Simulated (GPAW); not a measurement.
Crystal: TePt.

```
Pt Te
1.0
     0.00000    3.24504    3.24504
     3.24504    0.00000    3.24504
     3.24504    3.24504    0.00000
Pt Te
1 1
Direct
  0.00000 0.00000 0.00000
  0.25000 0.25000 0.25000
```

Measurements of this composition are mostly on another form, of space group No. 166.

Base run:

* Program: GPAW 26.7.0
* Functional: PBEsol
* Potentials or basis: PAW data sets generated in the run's folder for this functional
* Cutoff: 600 eV
* Basis: pw
* k mesh: 5 × 5 × 5
* Occupations: gaussian, width 0.05 eV
* Spin: no spin polarisation
* Hubbard terms: Pt d U = 6 eV

Its results: band gap on the k mesh none (metal or under the smearing width); pressure -12.8 GPa.

Task: The run is repeated on the same cell with these changes: spin from no spin polarisation to collinear spin, ferromagnetic start; hubbard terms from Pt d U = 6 eV to Pt d U = 7 eV. What comes out?

Result: Band gap on the k mesh none (metal or under the smearing width); pressure -12.8 GPa; net moment 0.23 μB per cell; site moments Pt +0.14; Te +0.04 μB.

Several settings changed at once, so the effect can't be laid on one alone.

Caveats: the U is typed as a test and isn't derived for this compound; U without spin polarisation on a metal has little footing (some runs).
